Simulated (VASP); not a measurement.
# SrO (Fm-3m) in VASP: Born charges and dielectric tensor with LDA

Aim: the Born charges and dielectric tensor of SrO with LDA.

Everything below comes from runs of VASP 6.6.1. Logs are shortened: lines on timing, memory, paths and dates and some standing lists are left out, and cuts for length are marked.

**1. The crystal as given**

It takes space group Fm-3m (No. 225, cubic). The conventional cell has a = 5.132 Å, b = 5.132 Å, c = 5.132 Å, α = 90.00°, β = 90.00°, γ = 90.00°. Around Sr (site symmetry m-3m) lie 6 O at 2.57 Å. O (site symmetry m-3m) has 6 Sr at 2.57 Å as nearest neighbours.

**2. Born charges and dielectric tensor, LDA**

File INCAR:

```
PREC = Accurate
ENCUT = 600
EDIFF = 1E-8
ISMEAR = 0
SIGMA = 0.02
LREAL = F
LASPH = T
NELM = 80
ALGO = Normal
ISIF = 2
LWAVE = F
LCHARG = F
GGA = CA
LEPSILON = T
IBRION = 8
NSW = 1
```

File KPOINTS:

```
regular mesh
0
Gamma
  8 8 8
```

File POSCAR:

```
SrO
1.0
    0.0000000000      2.5661400000      2.5661400000
    2.5661400000      0.0000000000      2.5661400000
    2.5661400000      2.5661400000      0.0000000000
Sr O
1 1
Direct
    0.0000000000      0.0000000000      0.0000000000
    0.5000000000      0.5000000000      0.5000000000
```

Potentials or basis: VASP PAW LDA potentials, release 64 (Sr_sv, O).

Started as:

```sh
$ cat potpaw_LDA.64/Sr_sv/POTCAR potpaw_LDA.64/O/POTCAR > POTCAR
$ mpirun -np 1 vasp_std > vasp.out
```

OUTCAR:

```text
PREC = Accurate
   ENCUT = 600
   EDIFF = 1E-8
   ISMEAR = 0
   LREAL = F
   LASPH = T
   NELM = 80
   ISIF = 2
   GGA = CA
   LEPSILON = T
   IBRION = 8
   NSW = 1

 ion  position               nearest neighbor table
   1  0.000  0.000  0.000-   2 2.57   2 2.57   2 2.57   2 2.57   2 2.57   2 2.57
   2  0.500  0.500  0.500-   1 2.57   1 2.57   1 2.57   1 2.57   1 2.57   1 2.57

  LATTYP: Found a face centered cubic cell.
 ALAT       =     5.1322800000

  Lattice vectors:

 A1 = (   0.0000000000,   2.5661400000,   2.5661400000)
 A2 = (   2.5661400000,   0.0000000000,   2.5661400000)
 A3 = (   2.5661400000,   2.5661400000,   0.0000000000)

Analysis of symmetry for initial positions (statically):
=====================================================================
 Subroutine PRICEL returns:
 Original cell was already a primitive cell.

 Routine SETGRP: Setting up the symmetry group for a
 face centered cubic supercell.

 Subroutine GETGRP returns: Found 48 space group operations
 (whereof 48 operations were pure point group operations)
 out of a pool of 48 trial point group operations.

The static configuration has the point symmetry O_h .

Analysis of symmetry for dynamics (positions and initial velocities):
=====================================================================
 Subroutine PRICEL returns:
 Original cell was already a primitive cell.

 Routine SETGRP: Setting up the symmetry group for a
 face centered cubic supercell.

 Subroutine GETGRP returns: Found 48 space group operations
 (whereof 48 operations were pure point group operations)
 out of a pool of 48 trial point group operations.

The dynamic configuration has the point symmetry O_h .

 Subroutine INISYM returns: Found 48 space group operations
 (whereof 48 operations are pure point group operations),
 and found     1 'primitive' translations

----------------------------------------------------------------------------------------

                                     Primitive cell

  volume of cell :      33.7964

  direct lattice vectors                    reciprocal lattice vectors
     0.000000000  2.566140000  2.566140000    -0.194845176  0.194845176  0.194845176
     2.566140000  0.000000000  2.566140000     0.194845176 -0.194845176  0.194845176
     2.566140000  2.566140000  0.000000000     0.194845176  0.194845176 -0.194845176

  length of vectors
     3.629069991  3.629069991  3.629069991     0.337481744  0.337481744  0.337481744

  position of ions in fractional coordinates (direct lattice)
     0.000000000  0.000000000  0.000000000
     0.500000000  0.500000000  0.500000000

  ion indices of the primitive-cell ions
   primitive index   ion index
                 1           1
                 2           2

----------------------------------------------------------------------------------------

 KPOINTS: regular mesh

Automatic generation of k-mesh.
 Grid dimensions read from file:
 generate k-points for:    8    8    8

 Generating k-lattice:

  Cartesian coordinates                     Fractional coordinates (reciprocal lattice)
    -0.024355647  0.024355647  0.024355647     0.125000000  0.000000000  0.000000000
     0.024355647 -0.024355647  0.024355647     0.000000000  0.125000000  0.000000000
     0.024355647  0.024355647 -0.024355647     0.000000000  0.000000000  0.125000000

  Length of vectors
     0.042185218  0.042185218  0.042185218

[... 509 lines left out ...]

------------------------ aborting loop because EDIFF is reached ----------------------------------------

--------------------------------------- Ionic step        2  -------------------------------------------

------------------------ aborting loop because EDIFF is reached ----------------------------------------

--------------------------------------- Ionic step        3  -------------------------------------------

------------------------ aborting loop because EDIFF is reached ----------------------------------------

 PIEZOELECTRIC TENSOR FIELD DIRECTION 3  (e Angst)
 -----------------------------------------------------------------------------
     0.00001  0.00000 -0.00000           ( -0.00001  0.00000 -0.00000)
     0.00000  0.00001  0.00000           (  0.00000 -0.00001  0.00000)
    -0.00000 -0.00000 -0.00080           ( -0.00000  0.00000 -0.00001)

 PIEZOELECTRIC TENSOR FIELD DIRECTION 3  (C/m^2)
 -----------------------------------------------------------------------------
     0.00001  0.00000 -0.00000
     0.00000  0.00001  0.00000
    -0.00000 -0.00000 -0.00038

--------------------------------------- Ionic step        4  -------------------------------------------

------------------------ aborting loop because EDIFF is reached ----------------------------------------

[... ionic steps 5 to 6 ...]

--------------------------------------- Ionic step        7  -------------------------------------------

 Free energy of the ion-electron system (eV)
  ---------------------------------------------------
  ---------------------------------------------------
  free energy    TOTEN  =        -0.35901993 eV

  energy without entropy =       -0.35901993

------------------------ aborting loop because EDIFF is reached ----------------------------------------

 INTERNAL STRAIN TENSOR  FOR ION    2  DIRECTION 1   (eV/Angst):
 -----------------------------------------------------------------------------
     0.00152  0.00000  0.00000
    -0.00000 -0.00393  0.00000
     0.00000  0.00000 -0.00393

 MACROSCOPIC STATIC DIELECTRIC TENSOR (including local field effects in DFT)
 ------------------------------------------------------
           3.880559    -0.000000     0.000000
          -0.000000     3.880559     0.000000
          -0.000000    -0.000000     3.880559
 ------------------------------------------------------

 PIEZOELECTRIC TENSOR (including local field effects)  for field in x, y, z        (e  Angst)
          XX          YY          ZZ          XY          YZ          ZX
  --------------------------------------------------------------------------------
  x     0.00000     0.00000     0.00000     0.00000     0.00000     0.00000
  y     0.00000     0.00000     0.00000     0.00000     0.00000     0.00000
  z     0.00000     0.00000     0.00000     0.00000     0.00000     0.00000

 PIEZOELECTRIC TENSOR (including local field effects)  for field in x, y, z        (C/m^2)
          XX          YY          ZZ          XY          YZ          ZX
  --------------------------------------------------------------------------------
  x     0.00000     0.00000     0.00000     0.00000     0.00000     0.00000
  y     0.00000     0.00000     0.00000     0.00000     0.00000     0.00000
  z     0.00000     0.00000     0.00000     0.00000     0.00000     0.00000

 BORN EFFECTIVE CHARGES (including local field effects) (in |e|, cummulative output)
 ---------------------------------------------------------------------------------
 ion    1
    1     2.45592     0.00000     0.00000
    2    -0.00000     2.45592     0.00000
    3     0.00000     0.00000     2.45592
 ion    2
    1    -2.45592    -0.00000     0.00000
    2     0.00000    -2.45592     0.00000
    3     0.00000     0.00000    -2.45592

 INTERNAL STRAIN TENSOR FOR ION    2 for displacements in x,y,z  (eV/Angst):
          X           Y           Z          XY          YZ          ZX
  --------------------------------------------------------------------------------
  x     0.00000     0.00000     0.00000     0.00000     0.00000     0.00000
  y     0.00000     0.00000     0.00000     0.00000     0.00000     0.00000
  z     0.00000     0.00000     0.00000     0.00000     0.00000     0.00000

 SECOND DERIVATIVES (NOT SYMMETRIZED)
 ------------------------------------
               1X          1Y          1Z          2X          2Y          2Z
  1X    -1.971804    0.000000    0.000000    1.971804    0.000000    0.000000
  1Y     0.000000   -1.971804    0.000000    0.000000    1.971804    0.000000
  1Z     0.000000    0.000000   -1.971804    0.000000    0.000000    1.971804
  2X     1.951905    0.000000    0.000000   -1.951905    0.000000    0.000000
  2Y     0.000000    1.951905    0.000000    0.000000   -1.951905    0.000000
  2Z     0.000000    0.000000    1.951905    0.000000    0.000000   -1.951905

 Eigenvectors and eigenvalues of the dynamical matrix
 ----------------------------------------------------

   1 f  =    5.942683 THz    37.338978 2PiTHz  198.226565 cm-1    24.576951 meV
             X         Y         Z           dx          dy          dz
      0.000000  0.000000  0.000000    -0.000000   -0.394641   -0.000000
      2.566140  2.566140  2.566140     0.000000    0.918835   -0.000000
[... 21 lines left out ...]
   6 f/i=    0.010928 THz     0.068663 2PiTHz    0.364519 cm-1     0.045195 meV
             X         Y         Z           dx          dy          dz
      0.000000  0.000000  0.000000    -0.044319   -0.063645    0.915556
      2.566140  2.566140  2.566140    -0.019035   -0.027336    0.393233

--------------------------------------------------------------------------------------------------------

 MACROSCOPIC STATIC DIELECTRIC TENSOR IONIC CONTRIBUTION
 ------------------------------------------------------
          16.460747     0.000000     0.000000
           0.000000    16.460747     0.000000
           0.000000     0.000000    16.460747
 ------------------------------------------------------

 ELASTIC MODULI CONTR FROM IONIC RELAXATION (kBar)
 Direction    XX          YY          ZZ          XY          YZ          ZX
 --------------------------------------------------------------------------------
 XX           0.0000      0.0000      0.0000      0.0000      0.0000      0.0000
 YY           0.0000      0.0000      0.0000      0.0000      0.0000      0.0000
 ZZ           0.0000      0.0000      0.0000      0.0000      0.0000      0.0000
 XY           0.0000      0.0000      0.0000      0.0000      0.0000      0.0000
 YZ           0.0000      0.0000      0.0000      0.0000      0.0000      0.0000
 ZX           0.0000      0.0000      0.0000      0.0000      0.0000      0.0000
 --------------------------------------------------------------------------------

 PIEZOELECTRIC TENSOR IONIC CONTR  for field in x, y, z        (C/m^2)
          XX          YY          ZZ          XY          YZ          ZX
  --------------------------------------------------------------------------------
  x     0.00000     0.00000     0.00000     0.00000     0.00000     0.00000
  y     0.00000     0.00000     0.00000     0.00000     0.00000     0.00000
  z     0.00000     0.00000     0.00000     0.00000     0.00000     0.00000
```

It took 3.3 min on 1 thread of Intel Xeon 6975P-C (Granite Rapids), shared host; peak memory 0.23 GiB.

Results:

- Band gap on the k mesh: 3.10 eV, indirect (least direct gap 3.18 eV)
- Electronic dielectric tensor (diagonal): 3.88
- Born charges (mean of the diagonal): Sr +2.46; O -2.46 e
- Highest phonon frequency at Γ, LO-TO splitting left out: 198 cm⁻¹

Phonon frequencies in cm⁻¹ (negative: imaginary):
```csv
q point,frequencies
"(0.000, 0.000, 0.000)",0 0 0 198 198 198
```

Electronic dielectric tensor:
```
3.88 0.00 0.00
0.00 3.88 0.00
0.00 0.00 3.88
```

Born effective charge tensors (e):
atom 1, Sr
```
2.46 0.00 0.00
0.00 2.46 0.00
0.00 0.00 2.46
```
atom 2, O
```
-2.46  0.00  0.00
 0.00 -2.46  0.00
 0.00  0.00 -2.46
```

A k mesh can miss the band edges. A hybrid or GW would open this gap; LDA tends to underestimate it.
